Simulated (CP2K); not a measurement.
Runs of CP2K 2026.2 on LiH. It takes space group Fm-3m (No. 225, cubic). Conventional cell: a = 4.073 Å, b = 4.073 Å, c = 4.073 Å, α = 90.00°, β = 90.00°, γ = 90.00°. Around Li (site symmetry m-3m) lie 6 H at 2.04 Å. H (site symmetry m-3m) has 6 Li at 2.04 Å as nearest neighbours. 

| level | cutoff radius of the dispersion sum (A) | gap on the mesh (eV) | pressure (GPa) | relaxed volume (Å³/atom) |
| --- | --- | --- | --- | --- |
| PBE+D3(BJ) | 20 | 3.35 | 0.0 | 7.48 |
| PBE+D4 | 20 | 3.43 | 0.0 | 7.95 |
| PBE | - | (b) | 0.0 | 8.21 |
| PBE+D2 | 20 | 3.27 | -0.1 | (c) |
| PBE+D3 | 20 | 3.38 | 0.0 | (a) |

Alike in all rows: task relaxation of cell and atoms; potentials or basis POTENTIAL_UZH Li GTH-PBE-q3, H GTH-PBE-q1; DZVP-MOLOPT-PBE-GTH basis; no spin polarisation; cell relaxed; k mesh 9 × 9 × 9; smearing fermi-dirac 0.05 eV.

Problem. Fill in the values left out.

Solution. (a) 7.67; (b) 3.46; (c) 7.06.

Caveats: an odd mesh through Γ misses points on the zone boundary, where band edges often lie; the basis of atomic orbitals isn't converged, which shifts pressures, moduli and gaps; the real-space grid breaks the cell's symmetry a little; the volume moved by over 15 % at a fixed basis, so the end points are rough (some runs).
